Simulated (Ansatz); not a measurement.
## Se

```
Se
1.0
     4.35517    0.00000    0.00000
    -2.17758    3.77169    0.00000
     0.00000    0.00000    4.94945
Se
3
Direct
  0.21700 0.00000 0.16667
  0.00000 0.21700 0.83333
  0.78300 0.78300 0.50000
```

Atoms are numbered in the order listed.

The geometry is COD entry 9008579, unchecked; take it as a test cell.

Theory: Ansatz 0.2.0, DFT, PBE, all-electron LAPW, scalar-relativistic.

Numerical set-up: a Γ-centred 8×8×6 k mesh, Fermi–Dirac smearing of 0.03 eV, basis error target 0.5 meV/atom, no spin polarisation.

```json
{"Pressure at this cell": "5.52 GPa", "Band gap": "0.99 eV, indirect from L (0.5, 0, 0.5) to H (0.333, 0.333, 0.5)", "Stress xx, yy, zz (compression positive)": "4.60, 4.60, 7.35 GPa", "Largest force": "1.137 eV/Å on Se1", "Smallest direct gap on the path": "1.17 eV", "Volume per atom": "182.9 bohr³"}
```
